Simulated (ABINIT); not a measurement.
A run of ABINIT 10.8.3 (patched build) is set up as follows.

Contents of run.abi:

```
# Datasets: ground state, then fixed potential
ndtset 2

# Pseudopotentials
pp_dirpath "./"
pseudos "Pb.GGA_PBE-JTH.xml, Se.GGA_PBE-JTH.xml"

# Structure
acell 3*1.0 Angstrom
rprim
     0.0000000000     3.0606500000     3.0606500000
     3.0606500000     0.0000000000     3.0606500000
     3.0606500000     3.0606500000     0.0000000000
ntypat 2
znucl 82 34
natom 2
typat 1 2
xcart
     0.0000000000     0.0000000000     0.0000000000
     5.7837902633     5.7837902633     5.7837902633

# Plane-wave basis
ecut 17.0
pawecutdg 34.0

# Exchange and correlation
ixc 23

# Bands and occupations
occopt 3
tsmear 0.05 eV

# SCF cycle
nstep 100

# Output
iomode 3
prtwf 0
prteig 0
prtebands 0
enunit 1
prtden1 1
prtvha1 1
prtvclmb1 1
prtpot1 1

# Dataset 1
kptopt1 1
ngkpt1 8 8 8
nshiftk1 1
shiftk1 0.0 0.0 0.0
nband1 14
tolvrs1 1.0e-9

# Dataset 2: bands along G-X-W-K-G-L-U-W-L-K
iscf2 -2
getden2 1
nband2 18
nbdbuf2 2
tolwfr2 1.0e-12
kptopt2 -9
ndivsm2 8
prteig2 1
prtvol2 -3
kptbounds2
     0.0000000000     0.0000000000     0.0000000000
     0.5000000000     0.0000000000     0.5000000000
     0.5000000000     0.2500000000     0.7500000000
     0.3750000000     0.3750000000     0.7500000000
     0.0000000000     0.0000000000     0.0000000000
     0.5000000000     0.5000000000     0.5000000000
     0.6250000000     0.2500000000     0.6250000000
     0.5000000000     0.2500000000     0.7500000000
     0.5000000000     0.5000000000     0.5000000000
     0.3750000000     0.3750000000     0.7500000000
```

Potentials or basis: JTH PAW PBE v2.0.

Launch:

```bash
$ abinit run.abi > log 2>&1
```

(1) Estimate the band gap on the k mesh.

Results:

(1) 0.19 eV, direct.

Caveat: spin-orbit coupling is left out, which as a rule narrows the gap of such compounds by several tenths of an eV.

**Measured values to compare with.**

A printed reference work, monograph reports, for a bulk crystal of PbSe at 4.2 K: band gap 0.15 eV (direct).

Measured gap of PbSe: 0.15 eV (direct; 4.2 K; a printed reference work, monograph). This calculation gives 0.19 eV (+0.04 eV). 2 values of this kind are on record (0.15 to 0.28 eV); this one was drawn at random. Spin-orbit coupling on Pb, Se is left out. The value is that of WC on a finite k mesh, which can miss the band edges, without temperature or zero-point motion.
